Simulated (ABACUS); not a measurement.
The system is SnTe.

```
Te Sn
1.0
     0.00000    3.15085    3.15085
     3.15085    0.00000    3.15085
     3.15085    3.15085    0.00000
Te Sn
1 1
Direct
  0.50000 0.50000 0.50000
  0.00000 0.00000 0.00000
```

Base run:

```yaml
Program: ABACUS 3.10.1
Functional: PBE
Potentials_or_basis: SG15 ONCV 1.2 PBE
Cutoff: 1361 eV
Density_cutoff: 5442 eV
Basis: DZP LCAO (the cutoffs set its grid)
k_mesh: 6 × 6 × 6
Occupations: fermi-dirac, width 0.05 eV
Spin: no spin polarisation
```

Its results: band gap on the k mesh 0.05 eV, direct; pressure 3.2 GPa.

The run is repeated on the same cell with these changes: potentials or basis from SG15 ONCV 1.2 PBE to SPMS ONCV 1.0 PBE; cutoff from 1361 eV to 1129 eV; density cutoff from 5442 eV to 4517 eV; basis from DZP LCAO (the cutoffs set its grid) to plane waves. What comes out?

Band gap on the k mesh 0.10 eV, direct; pressure 2.3 GPa.

Caveats: spin-orbit coupling is left out, which moves the levels of the heavy elements; the atomic orbitals were generated for these runs and aren't a published set (some runs); the basis of atomic orbitals isn't converged, which shifts pressures, moduli and gaps (some runs).

A k mesh can miss the band edges.

Not every run made on this cell is shown here.
